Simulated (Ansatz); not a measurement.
**ZnSe (Stilleite): spin-orbit coupling beyond the local functionals**

Wanted: gaps of ZnSe (Stilleite) with and without spin-orbit coupling, with cost.

Calculated with Ansatz 0.2.0; density functionals with and without spin-orbit coupling, plane waves, PAW.

**What was measured.**

- Gap 2.695 ± 0.003 eV: excitonic gap from free-exciton PL, not corrected for exciton binding; photoluminescence; 300 K; bulk crystal (Bridgman-grown crystal, polished and etched) (“Alloy Disordering Effects on the Thermal Conductivity and Energy Gap Temperature Dependence of Cd1−xZnxSe Ternary Crystals Grown by the Bridgman Method”, 2023, pmc:10253836).

**1. Set-up**

Symmetry: F-43m, No. 216, cubic system. Conventional cell: a = 5.668 Å, b = 5.668 Å, c = 5.668 Å, α = 90.00°, β = 90.00°, γ = 90.00°. Nearest to Zn lie 4 Se at 2.45 Å. Se has 4 Zn at 2.45 Å nearest. Farther neighbours and most contacts between anions are not listed.

The cell and positions come from the Crystallography Open Database and are kept as given unless a step says otherwise. The default PAW set here is soft_2. Its files were made with PBE.

**2. HSE06, 4×4×4 mesh**

This step: DFT, HSE06, plane waves, PAW.

Contents of input.yaml:

```yaml
crystal:
  lattice:
    - [0.0, 2.8338, 2.8338]
    - [2.8338, 0.0, 2.8338]
    - [2.8338, 2.8338, 0.0]
  atoms:
    - { symbol: Zn, position: [0.0, 0.0, 0.0] }
    - { symbol: Se, position: [0.25, 0.25, 0.25] }
kpoints:
  mp_grid: { grid: [4, 4, 4] }
  band_path:
    path:
      - [0.0, 0.0, 0.0]
      - [-0.5, -0.5, 0.0]
      - [-0.375, -0.375, 0.25]
      - [-0.375, 0.0, 0.375]
      - [0.0, 0.0, 0.5]
      - [-0.5, -0.25, 0.25]
    npoints: 1
hamiltonian:
  xc: hse06
scf:
  occupations: { method: fixed }
  n_extra_bands: 4
output:
  eigenvalues: true
```

Command:

```bash
ansatz run input.yaml --threads 3 --pin off --max-ram 92160MiB --backend cuda --events-out ev --progress --plain --runs-dir out --devices 1 --max-vram 13GiB  # rebuilt from the run's record
```

Numbers of over 12 decimals in the logs are rounded to 6 here.

The log of the run:

```text
scf.n_extra_bands = 4 over 14 filled bands (N_el = 28.0): the run solves 18 bands
GPUs: using 1 of 1 available (devices: 1).
Engine: ansatz 0.2.0, x86_64-unknown-linux-gnu
Pseudopotentials: kind: paw
Pseudopotential: Zn, paw, valence charge 12, recommended cutoff 420 eV (normal), Zn.paw.azcp
Pseudopotential: Se, paw, valence charge 16, recommended cutoff 420 eV (normal), Se.paw.azcp
Functional definition: HSE06
  parameter a = 0.25
  parameter omega = 0.11/bohr
  exchange = pbe_x - a*pbe_x_sr(omega) + a*exact_x_sr(omega)
  correlation = pbe_c
davidson cushion auto → on  (no smearing: the cushion is to keep the highest requested band from converging to the state above it; pin scf.eigensolver.cushion to override)
device memory: the entry about to start is reckoned to put 0.8 GiB on a device that reports 33.9 GiB free (of which the cap on the GPU budget leaves the run 13.0 GiB)
GPU FFT provider: cuFFT
GPU libraries: cuBLAS 13.8.2, cuFFT 12.4.0, cuSOLVER 12.3.4
Crystal: 2 atoms, lattice volume = 45.513 Å³
Basis set: ecut = 420 eV, 893 PW (Γ)
Bands: 18, of which v1, the nominal top of the filled ones, is band 14 counted from 1 (13 counted from 0)
Symmetry: 24 space group operations
Space group: F-43m (ITA 216), of the structure as read, at distance tolerance 3.6e-5 Å
k-points: 8 of 64 (time reversal used)
Non-local potential: Zn, projectors of the file, l = 0: 2, l = 1: 2, l = 2: 3, l = 3: 1
Non-local potential: Se, projectors of the file, l = 0: 2, l = 1: 2, l = 2: 3, l = 3: 1
PAW form: soft (Blöchl's): semilocal exchange-correlation on the pseudo side does not see the compensation charge
PAW frozen core: Zn, regenerated for the run's functional, and the local potential with it (the file was generated under x = pbe(κ = 0.804, μ = 0.219515), c = pbe(β = 0.066725))
PAW frozen core: Se, regenerated for the run's functional, and the local potential with it (the file was generated under x = pbe(κ = 0.804, μ = 0.219515), c = pbe(β = 0.066725))
PAW one-centre angular grid: Zn, 590 points (default); XC on 64 Gauss nodes
PAW one-centre angular grid: Se, 590 points (default); XC on 64 Gauss nodes
Initial density: superposition of atomic densities (neutral atoms: chi_scale 0, normalization atom), corrected by the library's trained network
Initial wavefunctions: pseudopotential atomic-orbital guess
GPU buffer pool allocated for 19683 grid points (all kernels)
GPU transforms: local potential and band sums: pruned to the plane-wave sphere, on 25×27×27
Functional: x = pbe(κ = 0.804, μ = 0.219515), c = pbe(β = 0.066725), warm-up for x = pbe(κ = 0.804, μ = 0.219515) + 0.25 (exact − pbe) at short range (hse, ω = 0.207870 Å⁻¹), c = pbe(β = 0.066725); HSE06 as pw.x's `hse` composes it (authors' and Libxc's form: `xc: wpbeh`)
[...]
Frozen-core exchange: fock
SCF iter   1: F=—  HF=-8791.126014 eV  |F-HF|=—  |Δ(HF+E_count)|=         —  Δρ=9.45e-5  dr2=2.51e-6  ethr=1.33e-6  ⟨swp⟩=2.5  Hψ=325  notcnv=0
preconditioner: auto → none  [insulator: Δε(μ)=2.436 eV  Ē_g=14.148 eV  n_scr=14 (ndim 8)  ℏωp=23.4 eV  f_vac=0.124]
iter 2 solved again at ethr=5.04e-10 eV; its pass at ethr=8.23e-9 eV (dr2=1.41e-7 eV) is discarded
SCF iter   2: F=—  HF=-8791.126015 eV  |F-HF|=—  |Δ(HF+E_count)|=   2.70e-7  Δρ=2.92e-5  dr2=2.89e-7  ethr=5.04e-10  ⟨swp⟩=2.0  Hψ=864  notcnv=0
SCF iter   3: F=—  HF=-8791.126015 eV  |F-HF|=—  |Δ(HF+E_count)|=   8.56e-7  Δρ=2.21e-5  dr2=1.23e-7  ethr=5.04e-10  ⟨swp⟩=4.0  Hψ=478  notcnv=0
SCF iter   4: F=-8791.126015 eV  HF=-8791.126015 eV  |F-HF|=7.95e-10  |Δ(HF+E_count)|=   2.97e-8  Δρ=6.29e-6  dr2=8.82e-9  ethr=3.95e-10  ⟨swp⟩=3.0  Hψ=362  notcnv=0
SCF 3 converged in 4 iterations: F = -8791.126015 eV  dr2 = 8.82e-9
hybrid outer 2: dexx = +9.106e-7 eV, tail = 5.18e-8 eV, Δε = 3.61e-3 eV (about 1.49e-4 eV left of the loop's levels)
device memory: the entry about to start is reckoned to put 0.3 GiB on a device that reports 32.2 GiB free (of which the cap on the GPU budget leaves the run 13.0 GiB)
NSCF: frozen V_eff on 6 k-points
hybrid SCF converged: 2 outer / 10 inner (+3 warm-up), last move |dexx| = 9.11e-7 eV, tail = 5.18e-8 eV
Stability not checked: this state was not tested for a lower state beside it, because the functional holds exact exchange (a hybrid, or Hartree-Fock), whose exchange loop this test does not read (fock_operator; see scf.lower_state_search)
Free energy (F): -8791.126015 eV
Frozen-core exchange: fock
Harris-Foulkes:  -8791.126015 eV  (|F-HF|=7.95e-10)
Internal energy: -8791.126015 eV  (E = F + TS)
E sigma→0 (E₀):  -8791.126015 eV
Fermi energy:    6.145592 eV
--- Per-component energies (eV) ---
  E_band       = -454.242741
  E_kinetic    = 249.262940
  E_local      = -4402.244508  (includes V_loc(G=0)·N_el)
  E_nonlocal   = 22.384140
  E_hartree    = 2045.145458
  E_xc         = -192.369594
  E_vxc        = -120.117751  (∫ρ·V_xc dr)
  E_exx        = -110.196217  (= α·E_x^exact, valence–valence)
  E_paw        = -3681.734181  (= ΣΔE_a)
  E_vpaw       = -73.424903  (= ΣTr[D̂ρ^β])
  E_aug_tail   = -0.000895  (compensation charges beyond the density's cutoff)
  E_ewald      = -2720.942845
  E_core_change = -0.430313  (= ΣΔE_core)
  E_smearing   = -0.000000  (= −TS)
  E_closure    = -0.000000  (closes the sum)
  Σ components = -8791.126015   (vs F -8791.126015, Δ=0.00e0)
--- Band table (eV; the first three rows and the last of 8) ---
  k-point 0: bands = [... 10 lower, -1.7879, 6.1456, 6.1456, 6.1456, 8.5827, 13.0943, 13.0943, 13.0943]
  k-point 1: bands = [... 10 lower, -1.7884, 2.9221, 5.6476, 5.6476, 10.0371, 13.7527, 13.7527, 13.8883]
  k-point 2: bands = [... 10 lower, -1.6023, 0.6161, 5.2337, 5.2337, 9.8066, 13.6405, 13.6405, 15.8767]
  k-point 7: bands = [... 10 lower, -1.4462, 1.2306, 3.1513, 3.3737, 12.5754, 13.0396, 14.3504, 14.9124]
```

The job ended after 12 s (1 × NVIDIA H100 80GB HBM3 (shared by 6 runs) with 3 threads of AMD EPYC 7R13 (Zen 3), shared host; peak memory 1 GiB).

Reading the cycles: dr2 is the Hartree energy of the density residual (eV), the measure of convergence; HF is the Harris–Foulkes estimate of the energy, which meets the free energy F at convergence.

Numbers from this step:

```
gap                     : 2.437 eV
valence top at          : Γ
conduction bottom at    : Γ
least direct gap        : 2.437 eV
exact-exchange fraction : 0.25
```

The gap is direct, at Γ.

**3. HSE06+SOC, 4×4×4 mesh**

Spin-orbit coupling can split or shift the edges; a non-collinear run measures by how much.

This step: DFT, HSE06 with spin-orbit coupling, plane waves, PAW.

Edit input.yaml of step 2 so:

```diff
@@ -23,3 +23,6 @@
   occupations: { method: fixed }
-  n_extra_bands: 4
+  n_extra_bands: 8
+magnetization:
+  noncollinear: true
+  spin_orbit: true
 output:
```

The log of the run:

```text
[...]
GPUs: using 1 of 1 available (devices: 1).
[...]
non-collinear run that drives no moment, with spin-orbit: no starting moment large enough to seed its density (crystal.atoms[].spin), no starting occupations that ask for one, no magnetisation constraint and no magnetic field, so the semilocal B_xc is pinned to zero
[...]
GPU FFT provider: cuFFT
GPU libraries: cuBLAS 13.8.2, cuFFT 12.4.0, cuSOLVER 12.3.4
Crystal: 2 atoms, lattice volume = 45.513 Å³
Basis set: ecut = 420 eV, 893 PW (Γ)
Bands: 36, of which v1, the nominal top of the filled ones, is band 28 counted from 1 (27 counted from 0)
Symmetry: 24 space group operations + 24 with time reversal
[...]
k-points: 8 of 64 (time reversal used)
Projection manifold: j_resolved (fully-relativistic pseudo-atomic orbitals)
[...]
GPU buffer pool allocated for 19683 grid points (all kernels)
[...]
SCF iter   1: F=—  HF=-8790.000912 eV  |F-HF|=—  |Δ(HF+E_count)|=         —  Δρ=5.81e-2  dr2=9.43e-1  dr2_m=0.00e0 (ungated)  ethr=1.00e-1  |M|=0.00e0 ∫|m|=0.00e0 μB  |m|>n=0.0e0 m-floor=0.0e0 τ_xc=0.0e0  β_m=0.30  ⟨swp⟩=5.9  Hψ=1077  notcnv=0
[...]
SCF iter   6: F=-8789.692185 eV  HF=-8789.692188 eV  |F-HF|=3.05e-6  |Δ(HF+E_count)|=   5.53e-5  Δρ=4.29e-5  dr2=1.21e-6  dr2_m=0.00e0 (ungated)  ethr=1.55e-7  |M|=0.00e0 ∫|m|=0.00e0 μB  |m|>n=0.0e0 m-floor=0.0e0 τ_xc=0.0e0  ⟨swp⟩=3.4  Hψ=925  notcnv=0
SCF 1 stopped early in 6 iterations: F = -8789.692185 eV  dr2 = 1.21e-6
[...]
GPU FFT provider: cuFFT
GPU libraries: cuBLAS 13.8.2, cuFFT 12.4.0, cuSOLVER 12.3.4
Projection manifold: j_resolved (fully-relativistic pseudo-atomic orbitals)
[...]
GPU buffer pool allocated for 19683 grid points (all kernels)
[...]
Frozen-core exchange: fock
SCF iter   1: F=—  HF=-8789.803979 eV  |F-HF|=—  |Δ(HF+E_count)|=         —  Δρ=2.01e-2  dr2=9.38e-2  dr2_m=0.00e0 (ungated)  ethr=4.33e-8  |M|=0.00e0 ∫|m|=0.00e0 μB  |m|>n=0.0e0 m-floor=0.0e0 τ_xc=0.0e0  β_m=0.30  ⟨swp⟩=7.8  Hψ=1784  notcnv=0
[...]
SCF iter   6: F=-8789.779240 eV  HF=-8789.779242 eV  |F-HF|=1.64e-6  |Δ(HF+E_count)|=   2.44e-6  Δρ=6.21e-5  dr2=4.22e-6  dr2_m=0.00e0 (ungated)  ethr=3.84e-8  |M|=0.00e0 ∫|m|=0.00e0 μB  |m|>n=0.0e0 m-floor=0.0e0 τ_xc=0.0e0  ⟨swp⟩=3.0  Hψ=766  notcnv=0
SCF 2 stopped early in 6 iterations: F = -8789.779240 eV  dr2 = 4.22e-6
hybrid outer 1: dexx = +1.189e-2 eV, tail = 7.75e-5 eV
GPU FFT provider: cuFFT
GPU libraries: cuBLAS 13.8.2, cuFFT 12.4.0, cuSOLVER 12.3.4
Projection manifold: j_resolved (fully-relativistic pseudo-atomic orbitals)
GPU buffer pool allocated for 19683 grid points (all kernels)
[...]
Frozen-core exchange: fock
SCF iter   1: F=—  HF=-8789.778890 eV  |F-HF|=—  |Δ(HF+E_count)|=         —  Δρ=1.13e-4  dr2=4.25e-6  dr2_m=0.00e0 (ungated)  ethr=1.38e-6  |M|=0.00e0 ∫|m|=0.00e0 μB  |m|>n=0.0e0 m-floor=0.0e0 τ_xc=0.0e0  β_m=0.30  ⟨swp⟩=2.9  Hψ=660  notcnv=0
[...]
SCF iter   5: F=-8789.778892 eV  HF=-8789.778892 eV  |F-HF|=3.16e-9  |Δ(HF+E_count)|=   5.27e-8  Δρ=1.33e-6  dr2=4.49e-9  dr2_m=0.00e0 (ungated)  ethr=2.32e-12  |M|=0.00e0 ∫|m|=0.00e0 μB  |m|>n=0.0e0 m-floor=0.0e0 τ_xc=0.0e0  ⟨swp⟩=3.1  Hψ=1534  notcnv=0
SCF 3 converged in 5 iterations: F = -8789.778892 eV  dr2 = 4.49e-9
[...]
NSCF: frozen V_eff on 6 k-points
[...]
Magnetization: |M| = 0.0000 μB,  M = (+0.0000, +0.0000, +0.0000) μB
Absolute magnetization: 0.0000 μB (∫|m|)
  site 0: m = (+0.0000, +0.0000, +0.0000) μB, |m| = 0.0000 μB  (R = 1.01 Å)
  site 1: m = (+0.0000, +0.0000, +0.0000) μB, |m| = 0.0000 μB  (R = 1.01 Å)
Free energy (F): -8789.778892 eV
Frozen-core exchange: fock
[...]
Internal energy: -8789.778892 eV  (E = F + TS)
E sigma→0 (E₀):  -8789.778892 eV
Fermi energy:    6.287490 eV
[...]
--- Band table (eV; the first three rows and the last of 8) ---
  k-point 0: bands = [... 24 lower, 6.2875, 6.2875, 6.2875, 6.2875, 8.5831, 8.5831, 12.9970, 12.9970, ... 4 higher]
  k-point 1: bands = [... 24 lower, 5.5149, 5.5149, 5.7755, 5.7869, 10.0371, 10.0371, 13.7045, 13.7045, ... 4 higher]
  k-point 2: bands = [... 24 lower, 5.1024, 5.1024, 5.3625, 5.3625, 9.8067, 9.8067, 13.6101, 13.6101, ... 4 higher]
  k-point 7: bands = [... 24 lower, 3.0309, 3.2309, 3.3911, 3.3937, 12.5530, 12.5746, 12.9739, 13.1233, ... 4 higher]
```

It took 24 s on 1 × NVIDIA H100 80GB HBM3 (shared by 6 runs) with 3 threads; peak memory 1.3 GiB.

This step gave:

```yaml
gap: 2.296 eV
valence_top_at: Γ
conduction_bottom_at: Γ
least_direct_gap: 2.296 eV
exact_exchange_fraction: 0.25
```

The gap stands −0.14 eV against HSE06.

**4. Together**

Times are wall times on 1 × NVIDIA H100 80GB HBM3 (shared by 6 runs) with 3 threads of AMD EPYC 7R13 (Zen 3), shared host, good to a factor of about two.

```
level  gap (eV)  with coupling (eV)  change (eV)  time  with coupling
HSE06      2.44                2.30        −0.14  12 s           24 s
```

**5. Results**

- HSE06: 2.44 eV
- HSE06+SOC: 2.30 eV

In words: Spin-orbit coupling changes the gap by −0.14 eV and the least direct gap by −0.14 eV. Against experiment, by HSE06+SOC: the direct gap of 2.30 eV lies −0.40 eV from the measured 2.695 ± 0.003 eV (exciton, 300 K, 2023). An exciton line or allowed optical edge lies below the quasiparticle gap by the binding energy; a forbidden edge can push the onset above it. The lattice is static and excitons are left out.

[Paths, hosts, dates, memory and timing lines, banners, echoed tables and standing remarks are left out of the program output.]

[Logs are printed without paths, hosts, clocks, repeated set-up lines and the standing remarks that a program may print on its own settings, such as how far it seeks lower states.]

[Runs of the session that timed out or met a known fault of the program may be left out.]

[Cells called generated may have been cut or substituted from an entry of the Crystallography Open Database or the Materials Project.]

[Hosts, paths, dates, database ids (printed as entryN), source tags and the programs' standing remarks are cut or masked in the printed files.]
